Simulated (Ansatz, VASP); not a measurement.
SnSe in VASP and in Ansatz

The input INCAR:

```
SYSTEM = SnSe
ALGO = Normal
EDIFF = 1E-7
ENCUT = 520
GGA = PE
ISIF = 2
ISMEAR = 0
IVDW = 12
LASPH = .True.
LCHARG = .False.
LREAL = .False.
LWAVE = .False.
NBANDS = 17
NELM = 60
PREC = Accurate
SIGMA = 0.02
```

The input KPOINTS:

```
k-points
0
Gamma
  10 10 10
  0 0 0
```

File POSCAR:

```
SnSe
1.0
    0.0000000000      2.9277564186      2.9277564186
    2.9277564186      0.0000000000      2.9277564186
    2.9277564186      2.9277564186      0.0000000000
Sn Se
1 1
Direct
    0.0000000000      0.0000000000      0.0000000000
    0.5000000000      0.5000000000      0.5000000000
```

Input for Ansatz:

```yaml
crystal:
  lattice:
    - [0.0, 2.9277564186, 2.9277564186]
    - [2.9277564186, 0.0, 2.9277564186]
    - [2.9277564186, 2.9277564186, 0.0]
  atoms:
    - { symbol: Sn, position: [0.0, 0.0, 0.0] }
    - { symbol: Se, position: [0.5, 0.5, 0.5] }
basis:
  ecutwfc: 420
kpoints:
  mp_grid: { grid: [10, 10, 10] }
hamiltonian:
  xc: pbe
  dispersion: d3bj
scf:
  occupations: { method: gaussian, width: 0.02 }
output:
  forces: true
  stress: true
  eigenvalues: true
  write_density: true
  write_potential: true
  elf: true
  volumetric_format: npy
```

Alike in both runs: task single point; functional PBE; dispersion D3(BJ); k mesh 10 × 10 × 10; occupations gaussian, width 0.02 eV; no spin polarisation.

|  | VASP | Ansatz |
| --- | --- | --- |
| version | VASP 6.6.1 | Ansatz 0.2.0 |
| potentials or method | VASP PAW PBE potentials, release 64 (Sn_d, Se) | scalar-relativistic, plane waves, PAW |
| plane-wave cutoff (eV) | 520 | 420 |
| valence electrons in the cell | 20 | 30 |

```tsv
	VASP	Ansatz	Ansatz less VASP
gap on the k mesh at the Fermi level (eV)	0.43	0.43	+0.001
least direct gap on the mesh (eV)	0.58	0.58	-0.001
pressure (GPa)	3.8	3.8	-0.02
```

The two sets of potentials don't hold the same shells in valence.

Caveats: spin-orbit coupling is left out, which moves the levels of the heavy elements.
